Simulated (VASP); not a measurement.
## CdSe: single point with PBE

CdSe:

```
Cd Se
1.0
     0.00000    2.87396    2.87396
     2.87396    0.00000    2.87396
     2.87396    2.87396    0.00000
Cd Se
1 1
Cartesian
  0.0412 -0.0040 -0.0327
  2.8531 2.8085 2.8768
```

The cell comes from a database or a generator and needn't be the stable form of this composition.

The cell isn't the ideal one: atoms moved at random, drawn with an rms of 0.05 Å.

```yaml
Program: VASP 6.6.1
Task: single point
Functional: PBE
Potentials_or_basis: VASP PAW PBE potentials, release 64 (Cd, Se)
Cutoff: 520 eV
k_mesh: 8 × 8 × 8
Occupations: fermi-dirac, width 0.05 eV
Spin: no spin polarisation
Further_INCAR_settings: ALGO = Normal; EDIFF = 1e-07; NBANDS = 16
```

- Pressure: 0.2 GPa
- Largest force: 0.103 eV/Å
- Band gap on the k mesh: none (metal or under the smearing width)

Forces on the atoms (eV/Å):
```
Cd  -0.068 -0.068  0.037
Se   0.068  0.068 -0.037
```

Stress tensor (GPa, compression positive):
```
 0.27 -0.03  0.02
-0.03  0.26  0.02
 0.02  0.02  0.07
```

Levels at points of the mesh, in eV from the Fermi level:
```csv
k point,band 7,band 8,band 9,band 10,band 11,band 12
"(0.00, 0.00, 0.00)",-0.69,-0.68,-0.68,0.00,8.46,8.52
"(0.50, 0.00, 0.00)",-5.02,-0.15,-0.15,2.95,5.20,5.20
"(0.00, 0.50, 0.00)",-5.02,-0.15,-0.15,2.95,5.20,5.20
"(0.00, 0.00, 0.50)",-5.00,-0.14,-0.13,2.94,5.18,5.19
"(0.50, 0.50, 0.50)",-5.01,-0.15,-0.14,2.95,5.19,5.20
"(0.50, 0.50, 0.00)",-4.16,-2.13,-2.12,-0.52,5.36,9.63
"(0.00, 0.50, 0.50)",-4.16,-2.13,-2.12,-0.52,5.37,9.63
"(0.50, 0.00, 0.50)",-4.16,-2.13,-2.12,-0.52,5.37,9.63
```

Run time: 99 s on 1 thread of Intel(R) Xeon(R) Platinum 8559C (Emerald Rapids) (shared host), peak memory 0.32 GiB.
